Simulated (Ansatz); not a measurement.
A series in volume per atom on Ca

Results calculated with Ansatz 0.2.0 development build, not measured. Equation of state of a cubic crystal from periodic Kohn-Sham density functional theory without spin; pressure corrected for the finite basis.

Cell of the first row (space group Im-3m, No. 229):
```
CELL_PARAMETERS angstrom
-2.14770 2.14770 2.14770
2.14770 -2.14770 2.14770
2.14770 2.14770 -2.14770
ATOMIC_POSITIONS crystal
Ca 0.00000 0.00000 0.00000
```

Settings of every row: formula Ca; structure type bcc; functional PBE; spin treatment none; k mesh 12x12x12; occupation method fermi-dirac; occupation width 0.061225619 eV; wave cutoff 700 eV; datasets hard PAW; density cutoff ratio 4.

Limits: a cubic model structure, not a phase known at ambient conditions; modest k-mesh, values are not fully converged in k; the SCF threshold is loose for a stress in some rows.

```
row  volume per atom (Å³)  energy above lowest point (meV/atom)  pressure (GPa)
  1                39.627                                  8.36           1.108
  2                 40.47                                   3.6           0.708
  3                41.313                                     ?               ?
  4                42.156                                     0          -0.007
  5                42.999                                  0.89          -0.327
  6                43.842                                  3.39          -0.623
  7                44.685                                   7.4          -0.897
```

Question: what energy above lowest point and pressure should row 3 give?

Worked fit of energy above lowest point. Take u = (V_r/V)^(2/3) − 1 with V_r = 42.578 Å³ an atom, which is twice the finite (Eulerian) strain; such expansions in the strain, on which the Birch-Murnaghan equation of state is built, carry the rest volume and the bulk modulus. The shown rows have u = 0.04905, 0.03443, 0.00666, -0.00654, -0.01931, -0.03169. Least squares give energy above lowest point = 0.235 − 67.54 × u + 4905.4 × u² − 3085 × u³ meV/atom; a parabola predicts inner rows, each left out in turn, worse (root mean square 0.062 against 0.0037 meV/atom). All shown rows lie on it to the printed digit. Its lowest point lies at u = 0.0069, or V = 42.14 Å³ an atom, and the curvature there gives the bulk modulus at fixed shape and fractions, B = (4/9)(1 + u)² E″(u)/V = 16.6 GPa. The withheld row has u = 0.02031, so the fit gives 0.235 − 67.54 × (0.02031) + 4905.4 × (0.02031)² − 3085 × (0.02031)³ = 0.86 meV/atom.

The calculation gave 0.86 meV/atom. The fit meets it to the printed digit.

Worked fit of pressure. Take u = (V_r/V)^(2/3) − 1 with V_r = 42.578 Å³ an atom, which is twice the finite (Eulerian) strain; such expansions in the strain, on which the Birch-Murnaghan equation of state is built, carry the rest volume and the bulk modulus. The shown rows have u = 0.04905, 0.03443, 0.00666, -0.00654, -0.01931, -0.03169. Least squares give pressure = −0.1702 + 24.171 × u + 38.56 × u² GPa; a straight line predicts inner rows, each left out in turn, worse (root mean square 0.024 against 0.00066 GPa). The rows lie off it by 0.000, 0.000, 0.001, 0.000, 0.000, 0.000. The pressure vanishes at u = 0.0070, or V = 42.14 Å³ an atom, and there the bulk modulus at fixed shape and fractions is B = −V dP/dV = (2/3)(1 + u) dP/du = 16.6 GPa. The withheld row has u = 0.02031, so the fit gives −0.1702 + 24.171 × (0.02031) + 38.56 × (0.02031)² = 0.337 GPa.

The calculation gave 0.338 GPa. The fit lies 0.001 GPa (0.05 % of the column's range) below it, one unit of the last digit.
